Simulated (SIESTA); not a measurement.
**Au under changes of volume**

One of the cells (16.855 Å³/atom); the others are scaled copies at fixed shape and fractional positions:

```
CELL_PARAMETERS angstrom
0.00000 2.03500 2.03500
2.03500 0.00000 2.03500
2.03500 2.03500 0.00000
ATOMIC_POSITIONS crystal
Au 0.00000 0.00000 0.00000
```

| Property | Result |
| --- | --- |
| Program | SIESTA 5.4.2 |
| Functional | PBE |
| Potentials or basis | PseudoDojo 0.4 standard (PBE files) |
| Basis | TZ (energy shift 0.002 Ry) |
| Grid cutoff | 800 Ry |
| Energy shift | 0.002 Ry |
| k mesh | 11 × 11 × 11 |
| Occupations | fermi-dirac, width 0.05 eV |
| Spin | no spin polarisation |

| volume (Å³/atom) | energy over the lowest point (meV/atom) | pressure (GPa) |
| --- | --- | --- |
| 15.843 | 122.02 | 23.8 |
| 16.181 | 78.12 | 18.2 |
| 16.518 | 45.03 | 13.3 |
| 16.855 | 21.69 | 9.0 |
| 17.192 | ? | ? |
| 17.529 | 0.51 | 1.8 |
| 17.866 | 0.00 | -1.2 |

What does the run at 17.192 Å³/atom give?

Energy over the lowest point 7.43 meV/atom; pressure 5.0 GPa.

Worked out: A Birch-Murnaghan fit of order 3 (a polynomial in V^(-2/3)) to the other rows has its minimum at 17.71 Å³/atom with B0 = V·E''(V) = 157 GPa and B' = 5.6. It gives 7.30 meV/atom at 17.192 Å³/atom, against the run's 7.43, and -dE/dV = 5.0 GPa, against 5.0.

Energies are extrapolated to zero smearing.

Caveats: the basis has no polarisation orbitals; semicore shells carry a single zeta, which can move pressures by several GPa and volumes by a few percent; the basis of atomic orbitals isn't converged, which shifts pressures, moduli and gaps.
